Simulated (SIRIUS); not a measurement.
Crystal: Sc.

```
Sc
1.0
    -1.91721    1.91721    1.71760
     1.91721   -1.91721    1.71760
     1.91721    1.91721   -1.71760
Sc
1
Direct
  0.00000 0.00000 0.00000
```

This isn't the form of Sc at room conditions, which is hcp.

| Quantity | Value |
| --- | --- |
| Program | SIRIUS 7.12.0 |
| Task | single point |
| Functional | PBE |
| Potentials or basis | all-electron FP-LAPW |
| Cutoff | 183 eV |
| Basis | apw+lo standard |
| k mesh | 10 × 10 × 10 |
| Occupations | fermi-dirac, width 0.05 eV |
| Spin | no spin polarisation |

On this cell: band gap on the k mesh none (metal or under the smearing width).

The same run follows on a disturbed copy (cell strained at random):

```
Sc
1.0
    -2.00168    1.96521    1.81529
     1.91710   -1.89426    1.64167
     1.93748    1.83005   -1.73609
Sc
1
Direct
  0.00306 0.00531 0.99425
```

Q: What does the disturbed cell give?

A: The energy (extrapolated to zero smearing) moves by +10.0 meV/atom; band gap on the k mesh none (metal or under the smearing width).
